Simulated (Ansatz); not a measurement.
Wires are cut from relaxed bulk Sn (Fd-3m, 36.84 Å³/atom, gap on the mesh 0.00 eV); atoms and period are relaxed, and energies count from that bulk. Caps count from half an H2 molecule.

All numbers below come from DFT PBE, scalar-relativistic, plane waves, PAW in Ansatz 0.2.0.

Cutoff 420 eV, Gaussian smearing of 0.05 eV, energies at zero smearing, symmetry of each start kept, no spin polarisation.

```json
{"start": "[110] wire, 9 host atoms a period with H caps", "atoms": "19", "k mesh": "1×1×12", "excess energy (eV per host atom)": "0.472", "line energy (eV/Å)": "0.899", "period (Å)": "4.727", "gap on the mesh (eV)": "1.38", "highest filled level or Fermi level under vacuum (eV)": "5.15"}
{"start": "[110] wire, 10 host atoms a period with H caps", "atoms": "20", "k mesh": "1×1×12", "excess energy (eV per host atom)": "0.441", "line energy (eV/Å)": "0.929", "period (Å)": "4.748", "gap on the mesh (eV)": "1.33", "highest filled level or Fermi level under vacuum (eV)": "5.13"}
{"start": "[110] wire, 11 host atoms a period with H caps", "atoms": "21", "k mesh": "1×1×12", "excess energy (eV per host atom)": "0.398", "line energy (eV/Å)": "0.927", "period (Å)": "4.722", "gap on the mesh (eV)": "1.11", "highest filled level or Fermi level under vacuum (eV)": "4.98"}
```

Each run keeps its start's symmetry and one magnetic start, so lower states can exist.

Cost: 3 runs of about 45 core-minutes in all, on Intel Xeon Platinum 8375C (Ice Lake) (shared hosts).